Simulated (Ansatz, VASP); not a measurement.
Na: VASP beside Ansatz

File INCAR:

```
PREC = Accurate ; ENCUT = 520
EDIFF = 1E-7 ; ISMEAR = -1
SIGMA = 0.05 ; LREAL = F
LASPH = T ; NELM = 80
ALGO = Normal ; ISIF = 2
LWAVE = F ; LCHARG = T
GGA = PS ; LELF = T
LVHAR = T ; NBANDS = 14
```

File KPOINTS:

```
regular mesh
0
Gamma
  13 13 7
```

File POSCAR:

```
Na
1.0
    3.6539909677      0.0000000000      0.0000000000
   -1.8269954838      3.1644490032      0.0000000000
    0.0000000000      0.0000000000      6.1540000000
Na
2
Direct
    0.3333333333      0.6666666667      0.2500000000
    0.6666666667      0.3333333333      0.7500000000
```

Input for Ansatz:

```yaml
crystal:
  lattice:
    - [3.6539909677, 0.0, 0.0]
    - [-1.8269954838, 3.1644490032, 0.0]
    - [0.0, 0.0, 6.154]
  atoms:
    - { symbol: Na, position: [0.3333333333, 0.6666666667, 0.25] }
    - { symbol: Na, position: [0.6666666667, 0.3333333333, 0.75] }
kpoints:
  mp_grid: { grid: [13, 13, 7] }
  band_path:
    path:
      - [0.0, 0.0, 0.0]
      - [0.5, 0.0, 0.0]
      - [0.3333333333, 0.3333333333, 0.0]
      - [0.0, 0.0, 0.0]
      - [0.0, 0.0, 0.5]
      - [0.5, 0.0, 0.5]
      - [0.3333333333, 0.3333333333, 0.5]
      - [0.0, 0.0, 0.5]
      - [0.5, 0.0, 0.5]
    npoints: 5
scf:
  occupations: { method: fermi_dirac, width: 0.05 }
hamiltonian:
  xc: pbesol
  pseudopotentials: { kind: all_electron, lapw: { basis_error: 0.00025 } }
output:
  forces: true
  stress: true
  eigenvalues: true
```

Change from the starting cell: equal xx and yy strain of -3 %.

Alike in both runs: task single point; functional PBEsol; k mesh 13 × 13 × 7; occupations fermi-dirac, width 0.05 eV; no spin polarisation.

|  | VASP | Ansatz |
| --- | --- | --- |
| version | VASP 6.6.1 | Ansatz 0.2.0 |
| potentials or method | VASP PAW PBE potentials, release 64 (Na_pv) | all-electron LAPW, scalar-relativistic |
| plane-wave cutoff (eV) | 520 | see its input |

|  | VASP | Ansatz | Ansatz less VASP |
| --- | --- | --- | --- |
| pressure (GPa) | 0.2 | 0.2 | 0.00 |
| largest component of the traceless stress (GPa) | 0.16 | 0.17 | +0.002 |

Ansatz ran all-electron here, so the differences hold the error of VASP's frozen core and of both bases.

Caveats: the PAW data sets were made with another functional, which shifts forces and pressure a little (VASP).
